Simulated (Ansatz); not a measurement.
# C: the cost of one run

Program: Ansatz 0.2.0. Level of theory: DFT PBEsol, scalar-relativistic, plane waves, PAW. These are calculated values, not measurements.

### Step 1. The structure to begin with

Symmetry: C2/m, No. 12, monoclinic system. The conventional cell has a = 4.255 Å, b = 2.457 Å, c = 3.765 Å, α = 90.00°, β = 111.49°, γ = 90.00°. Around C (site symmetry m) lie 3 C at 1.42 Å.

Cell or atoms stand a little off a more symmetric structure (R-3m at a tolerance of 0.3 Å), so results at this geometry aren't those of that ideal crystal.

Structure file:

```xyz
2
Lattice="2.1273 -1.2283 0.0000 2.1273 1.2283 0.0000 -1.3791 0.0000 3.5028" Properties=species:S:1:pos:R:3 pbc="T T T"
C     3.5455    0.0000    0.0003
C    -0.6699    0.0000    3.5025
```

Source of the structure: the Materials Project (structure only).

(A quick probe on a coarse mesh, which set the mesh and smearing, is not shown.)

### Step 3. Relaxing cell and atoms

File input.yaml:

```yaml
crystal:
  lattice:
    - [2.1273203072, -1.22828244, 0.0]
    - [2.1273203072, 1.22828244, 0.0]
    - [-1.3790696309, 0.0, 3.5028300786]
  atoms:
    - { symbol: C, position: [0.83335553, 0.83335553, 9.304e-05] }
    - { symbol: C, position: [0.16664447, 0.16664447, 0.99990696] }
basis:
  ecutwfc: 420
kpoints:
  mp_grid: { grid: [14, 14, 8] }
hamiltonian:
  xc: pbesol
scf:
  occupations: { method: gaussian, width: 0.02 }
output:
  forces: true
  stress: true
  eigenvalues: true
  write_density: true
  write_potential: true
  elf: true
  volumetric_format: npy
relax:
  adjacent_minimum: "off"
  f_tol: 0.005
  max_steps: 80
  cell: { stress_tol: 0.05 }
```

Launch:

```
$ ansatz run input.yaml --threads 1 --pin off --max-ram 2560MiB --backend cpu --events-out ev --progress --plain --runs-dir out
```

What time and memory should one allow on 1 thread of AMD EPYC 9R45 (Zen 5), shared host?

About 18 s, with a peak of 0.42 GiB.
